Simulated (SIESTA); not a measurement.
Crystal: SrO.

```
Sr O
1.0
     0.00000    2.56630    2.56630
     2.56630    0.00000    2.56630
     2.56630    2.56630    0.00000
Sr O
1 1
Direct
  0.50000 0.50000 0.50000
  0.00000 0.00000 0.00000
```

Base run:

```yaml
Program: SIESTA 5.4.2
Functional: LDA
Potentials_or_basis: PseudoDojo 0.4 standard (LDA files)
Basis: DZP (energy shift 0.003 Ry; two zetas on semicore shells; d shell added on Sr)
Grid_cutoff: 800 Ry
Energy_shift: 0.003 Ry
k_mesh: 9 × 9 × 9
Occupations: fermi-dirac, width 0.05 eV
Spin: no spin polarisation
```

Its results: band gap on the k mesh 3.16 eV, indirect (least direct gap 3.26 eV); pressure -3.3 GPa.

**Question.** The run is repeated on the same cell with these changes: functional from LDA to PBE; potentials or basis from PseudoDojo 0.4 standard (LDA files) to PseudoDojo 0.4 standard (PBE files). What comes out?

**Answer.** Band gap on the k mesh 3.31 eV, indirect (least direct gap 3.41 eV); pressure 4.1 GPa.

Caveats: the basis of atomic orbitals isn't converged, which shifts pressures, moduli and gaps; the basis holds too few empty states to meet the f-sum rule, so the spectrum is short of weight at high energy (some runs); an odd mesh through Γ misses points on the zone boundary, where band edges often lie (some runs).
